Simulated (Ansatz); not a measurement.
# GaN: band edges up the ladder, part 2 of 2

The task, for GaN: read the levels at named points of the zone under several functionals.

Ansatz 0.2.0; DFT PBEsol, scalar-relativistic, plane waves, PAW. Steps at another level of theory say so in their titles or inputs.

## Step 5: The run at Hartree-Fock

File input.yaml:

```yaml
crystal:
  lattice:
    - [0.0, 2.2491150733, 2.2491150733]
    - [2.2491150733, 0.0, 2.2491150733]
    - [2.2491150733, 2.2491150733, 0.0]
  atoms:
    - { symbol: Ga, position: [0.0, 0.0, 0.0] }
    - { symbol: "N", position: [0.75, 0.75, 0.75] }
basis:
  ecutwfc: 420
kpoints:
  mp_grid: { grid: [6, 6, 6] }
  band_path:
    path:
      - [0.0, 0.0, 0.0]
      - [-0.5, -0.5, 0.0]
      - [-0.375, -0.375, 0.25]
      - [-0.375, 0.0, 0.375]
      - [0.0, 0.0, 0.5]
      - [-0.5, -0.25, 0.25]
    npoints: 1
hamiltonian:
  xc: hf
scf:
  occupations: { method: fixed }
  n_extra_bands: 4
output:
  eigenvalues: true
```

Command:

```
ansatz run input.yaml --threads 2 --pin off --max-ram 5120MiB --backend cpu --events-out ev --progress --plain --runs-dir out
```

Standard output:

```text
Warning: RAYON_NUM_THREADS=2 ignored (pool sized by the plan → 2); use --threads N
scf.n_extra_bands = 4 over 9 filled bands (N_el = 18.0): the run solves 13 bands
Engine: ansatz 0.2.0, x86_64-unknown-linux-gnu
Pseudopotentials: kind: paw
Pseudopotential: Ga, paw, valence charge 13, recommended cutoff 420 eV (normal), Ga.paw.azcp
Pseudopotential: N, paw, valence charge 5, recommended cutoff 420 eV (normal), N.paw.azcp
Functional definition: HF
  exchange = exact_x
  correlation = 0
davidson cushion auto → on  (no smearing: the cushion is to keep the highest requested band from converging to the state above it; pin scf.eigensolver.cushion to override)
Crystal: 2 atoms, lattice volume = 22.754 Å³
Basis set: ecut = 420 eV, 459 PW (Γ)
Bands: 13, of which v1, the nominal top of the filled ones, is band 9 counted from 1 (8 counted from 0)
Symmetry: 24 space group operations
Space group: F-43m (ITA 216), of the structure as read, at distance tolerance 2.8e-5 Å
k-points: 16 of 216 (time reversal used)
Non-local potential: Ga, projectors of the file, l = 0: 2, l = 1: 2, l = 2: 3, l = 3: 1
Non-local potential: N, projectors of the file, l = 0: 2, l = 1: 2, l = 2: 1
PAW form: soft (Blöchl's): semilocal exchange-correlation on the pseudo side does not see the compensation charge
PAW frozen core: Ga, regenerated for the run's functional, and the local potential with it (the file was generated under x = pbe(κ = 0.804, μ = 0.2195149727645171), c = pbe(β = 0.06672455060314922))
PAW frozen core: N, regenerated for the run's functional, and the local potential with it (the file was generated under x = pbe(κ = 0.804, μ = 0.2195149727645171), c = pbe(β = 0.06672455060314922))
PAW one-centre angular grid: Ga, 590 points (default); XC on 64 Gauss nodes
PAW one-centre angular grid: N, 110 points (default); XC on 64 Gauss nodes
Initial density: superposition of atomic densities (neutral atoms: chi_scale 0, normalization atom), corrected by the library's trained network
Initial wavefunctions: pseudopotential atomic-orbital guess
Functional: x = pbe(κ = 0.804, μ = 0.2195149727645171), c = none, warm-up for x = 0 pbe(κ = 0.804, μ = 0.2195149727645171) + 1 exact, c = none
SCF iter   1: F=—  HF=-4120.019523 eV  |F-HF|=—  |Δ(HF+E_count)|=         —  Δρ=1.44e-2  dr2=4.41e-2  ethr=1.77e-3  ⟨swp⟩=5.8  Hψ=965  notcnv=0
preconditioner: auto → none  [insulator: Δε(μ)=1.966 eV  Ē_g=18.777 eV  n_scr=8 (ndim 8)  ℏωp=33.0 eV  f_vac=0.001]
SCF iter   2: F=—  HF=-4120.009664 eV  |F-HF|=—  |Δ(HF+E_count)|=   9.86e-3  Δρ=7.35e-3  dr2=1.25e-2  ethr=2.45e-4  ⟨swp⟩=3.0  Hψ=592  notcnv=0
iter 3 solved again at ethr=1.13e-6 eV; its pass at ethr=6.92e-5 eV (dr2=2.03e-4 eV) is discarded
SCF iter   3: F=-4120.005878 eV  HF=-4120.005813 eV  |F-HF|=6.57e-5  |Δ(HF+E_count)|=   3.85e-3  Δρ=1.06e-3  dr2=1.98e-4  ethr=1.13e-6  ⟨swp⟩=3.8  Hψ=1150  notcnv=0
SCF 1 stopped early in 3 iterations: F = -4120.005878 eV  dr2 = 1.98e-4
Initial density: handed on by an earlier stage of this run
Initial wavefunctions: those handed on with the density
Functional: x = 0 pbe(κ = 0.804, μ = 0.2195149727645171) + 1 exact, c = none
Frozen-core exchange: fock
SCF iter   1: F=—  HF=-4123.022031 eV  |F-HF|=—  |Δ(HF+E_count)|=         —  Δρ=4.48e-2  dr2=1.80e-1  ethr=1.10e-5  ⟨swp⟩=5.4  Hψ=1068  notcnv=0
preconditioner: auto → none  [insulator: Δε(μ)=9.426 eV  Ē_g=34.853 eV  n_scr=8 (ndim 8)  ℏωp=33.0 eV  f_vac=0.003]
SCF iter   2: F=—  HF=-4122.895773 eV  |F-HF|=—  |Δ(HF+E_count)|=   1.26e-1  Δρ=1.36e-2  dr2=1.28e-1  ethr=1.10e-5  ⟨swp⟩=4.0  Hψ=891  notcnv=0
SCF iter   3: F=—  HF=-4123.260217 eV  |F-HF|=—  |Δ(HF+E_count)|=   3.64e-1  Δρ=1.92e-2  dr2=5.48e-2  ethr=1.10e-5  ⟨swp⟩=4.1  Hψ=898  notcnv=0
SCF iter   4: F=—  HF=-4123.284742 eV  |F-HF|=—  |Δ(HF+E_count)|=   2.45e-2  Δρ=9.62e-3  dr2=1.08e-2  ethr=1.10e-5  ⟨swp⟩=4.0  Hψ=865  notcnv=0
SCF iter   5: F=—  HF=-4123.283161 eV  |F-HF|=—  |Δ(HF+E_count)|=   1.58e-3  Δρ=1.97e-3  dr2=1.48e-3  ethr=1.10e-5  ⟨swp⟩=4.0  Hψ=777  notcnv=0
SCF iter   6: F=-4123.282626 eV  HF=-4123.282934 eV  |F-HF|=3.08e-4  |Δ(HF+E_count)|=   2.28e-4  Δρ=9.11e-4  dr2=2.20e-4  ethr=4.14e-6  ⟨swp⟩=3.5  Hψ=548  notcnv=0
SCF 2 stopped early in 6 iterations: F = -4123.282626 eV  dr2 = 2.20e-4
hybrid outer 1: dexx = +5.769e-1 eV, tail = 6.68e-3 eV
Frozen-core exchange: fock
SCF iter   1: F=—  HF=-4123.267317 eV  |F-HF|=—  |Δ(HF+E_count)|=         —  Δρ=6.21e-4  dr2=1.53e-4  ethr=1.85e-4  ⟨swp⟩=2.9  Hψ=531  notcnv=0
preconditioner: auto → none  [insulator: Δε(μ)=10.542 eV  Ē_g=34.442 eV  n_scr=8 (ndim 8)  ℏωp=33.0 eV  f_vac=0.010]
SCF iter   2: F=—  HF=-4123.267840 eV  |F-HF|=—  |Δ(HF+E_count)|=   5.23e-4  Δρ=5.89e-4  dr2=5.23e-5  ethr=2.67e-7  ⟨swp⟩=4.0  Hψ=881  notcnv=0
iter 3 solved again at ethr=1.25e-8 eV; its pass at ethr=1.91e-7 eV (dr2=2.25e-6 eV) is discarded
SCF iter   3: F=—  HF=-4123.267875 eV  |F-HF|=—  |Δ(HF+E_count)|=   3.51e-5  Δρ=1.23e-4  dr2=3.93e-6  ethr=1.25e-8  ⟨swp⟩=2.0  Hψ=1183  notcnv=0
SCF iter   4: F=-4123.267872 eV  HF=-4123.267873 eV  |F-HF|=7.46e-7  |Δ(HF+E_count)|=   2.59e-6  Δρ=3.92e-5  dr2=3.61e-7  ethr=1.25e-8  ⟨swp⟩=4.1  Hψ=694  notcnv=0
SCF 3 stopped early in 4 iterations: F = -4123.267872 eV  dr2 = 3.61e-7
hybrid outer 2: dexx = +5.556e-4 eV, tail = 5.40e-5 eV, Δε = 7.31e-2 eV (about 7.89e-3 eV left of the loop's levels)
Frozen-core exchange: fock
SCF iter   1: F=—  HF=-4123.267824 eV  |F-HF|=—  |Δ(HF+E_count)|=         —  Δρ=1.12e-4  dr2=2.01e-6  ethr=1.50e-6  ⟨swp⟩=3.1  Hψ=536  notcnv=0
preconditioner: auto → none  [insulator: Δε(μ)=10.540 eV  Ē_g=34.447 eV  n_scr=8 (ndim 8)  ℏωp=33.0 eV  f_vac=0.010]
SCF iter   2: F=—  HF=-4123.267827 eV  |F-HF|=—  |Δ(HF+E_count)|=   2.56e-6  Δρ=8.24e-5  dr2=7.95e-7  ethr=5.96e-9  ⟨swp⟩=4.0  Hψ=821  notcnv=0
iter 3 solved again at ethr=1.28e-10 eV; its pass at ethr=3.48e-9 eV (dr2=2.30e-8 eV) is discarded
SCF iter   3: F=—  HF=-4123.267827 eV  |F-HF|=—  |Δ(HF+E_count)|=   1.05e-7  Δρ=1.04e-5  dr2=4.08e-8  ethr=1.28e-10  ⟨swp⟩=2.0  Hψ=1179  notcnv=0
SCF iter   4: F=-4123.267827 eV  HF=-4123.267827 eV  |F-HF|=4.55e-9  |Δ(HF+E_count)|=   5.74e-8  Δρ=8.52e-6  dr2=7.68e-9  ethr=1.26e-10  ⟨swp⟩=3.9  Hψ=747  notcnv=0
SCF 4 converged in 4 iterations: F = -4123.267827 eV  dr2 = 7.68e-9
hybrid outer 3: dexx = +4.333e-6 eV, tail = 2.40e-7 eV, Δε = 5.76e-3 eV (about 6.68e-4 eV left of the loop's levels)
NSCF: frozen V_eff on 6 k-points
hybrid SCF converged: 3 outer / 14 inner (+3 warm-up), last move |dexx| = 4.33e-6 eV, tail = 2.40e-7 eV
Stability not checked: this state was not tested for a lower state beside it, because the functional holds exact exchange (a hybrid, or Hartree-Fock), whose exchange loop this test does not read (fock_operator; see scf.lower_state_search)
Free energy (F): -4123.267827 eV
Frozen-core exchange: fock
Harris-Foulkes:  -4123.267827 eV  (|F-HF|=4.55e-9)
Internal energy: -4123.267827 eV  (E = F + TS)
E sigma→0 (E₀):  -4123.267827 eV
Fermi energy:    6.046952 eV
--- Per-component energies (eV) ---
  E_band       = -174.346217
  E_kinetic    = 247.133605
  E_local      = -1951.030796  (includes V_loc(G=0)·N_el)
  E_nonlocal   = 469.695913
  E_hartree    = 913.597227
  E_xc         = 0.000000
  E_vxc        = 0.000000  (∫ρ·V_xc dr)
  E_exx        = -281.291269  (= α·E_x^exact, valence–valence)
  E_paw        = -1930.923754  (= ΣΔE_a)
  E_vpaw       = -204.755943  (= ΣTr[D̂ρ^β])
  E_aug_tail   = 0.000113  (compensation charges beyond the density's cutoff)
  E_ewald      = -1590.530283
  E_core_change = 0.081418  (= ΣΔE_core)
  E_smearing   = -0.000000  (= −TS)
  E_closure    = -0.000000  (closes the sum)
  Σ components = -4123.267827   (vs F -4123.267827, Δ=-9.09e-13)
--- Band table (eV; the first three rows and the last of 16) ---
  k-point 0: bands = ["-16.2656", "-16.2656", "-16.2656", "-15.9313", "-15.9313", "-15.7369", "6.0470", "6.0470", "6.0470", "16.5876", "26.3465", "26.3465", "26.3465"]
  k-point 1: bands = ["-16.5565", "-16.2374", "-16.2374", "-15.9336", "-15.9336", "-14.9227", "3.4066", "5.7044", "5.7044", "18.3500", "25.2965", "26.8286", "26.8286"]
  k-point 2: bands = ["-16.7919", "-16.1931", "-16.1931", "-15.9248", "-15.9248", "-13.3276", "-0.7314", "5.0916", "5.0916", "19.9036", "24.8334", "26.5566", "26.5566"]
  k-point 15: bands = ["-16.9225", "-16.1003", "-16.0757", "-15.9971", "-15.9055", "-11.2712", "-1.1552", "1.6086", "1.8996", "19.9092", "24.2130", "27.8114", "27.9755"]
```

It took 1.7 min on 2 threads of AMD EPYC (Zen 3), shared host; peak memory 0.79 GiB.

Levels at named points, in eV from the top of the last band filled by count:

```
point  band 7  band 8  band 9  band 10  band 11  band 12
    Γ    0.00    0.00    0.00    10.54    20.30    20.30
    X   -7.72   -3.43   -3.43    11.52    16.08    22.91
    U   -7.21   -5.38   -2.76    13.57    18.14    21.78
    K   -7.21   -5.38   -2.76    13.57    18.14    21.78
    L   -8.84   -1.23   -1.23    14.05    18.97    20.04
    W   -6.93   -4.86   -4.37    15.01    19.47    20.49
```

## Step 6: All levels side by side

| level | k mesh | gap (eV) | least direct gap (eV) | top at | bottom at | CPU time (s) |
| --- | --- | --- | --- | --- | --- | --- |
| PBEsol, 250 eV and coarse mesh | 6×6×6 | 1.24 | 1.24 | Γ | Γ | 2 |
| LDA | 10×10×10 | 1.77 | 1.77 | Γ | Γ | 4.8 |
| PBE0 | 6×6×6 | 3.70 | 3.70 | Γ | Γ | 89 |
| Hartree-Fock | 6×6×6 | 10.54 | 10.54 | Γ | Γ | 96 |

Gaps are by band count over the mesh and the named points; a gap of 0 means that the bands overlap or touch.

## Step 7: Results

The summary covers parts 1 to 2.

```
         quantity             value
         gap, LDA   1.77 eV, direct
        gap, PBE0   3.70 eV, direct
gap, Hartree-Fock  10.54 eV, direct
```

**Reading.** The gap runs from 1.77 eV (LDA) to 10.54 eV (Hartree-Fock). Hartree-Fock took about 20 times the CPU time of LDA, on unlike meshes where the table says so. Hartree-Fock has no screening, so it overshoots gaps by far. The cheap run is there to show what low settings cost; its numbers aren't properties. Measured gap of GaN: 3.299 eV (direct; 0 K; a printed reference work, textbook). This calculation gives 3.70 eV (+0.40 eV). That is PBE0, the nearest rung, at the geometry relaxed with PBEsol, without temperature or excitons. In some runs cutoff or mesh lie under the advised values, so their numbers carry a basis error.
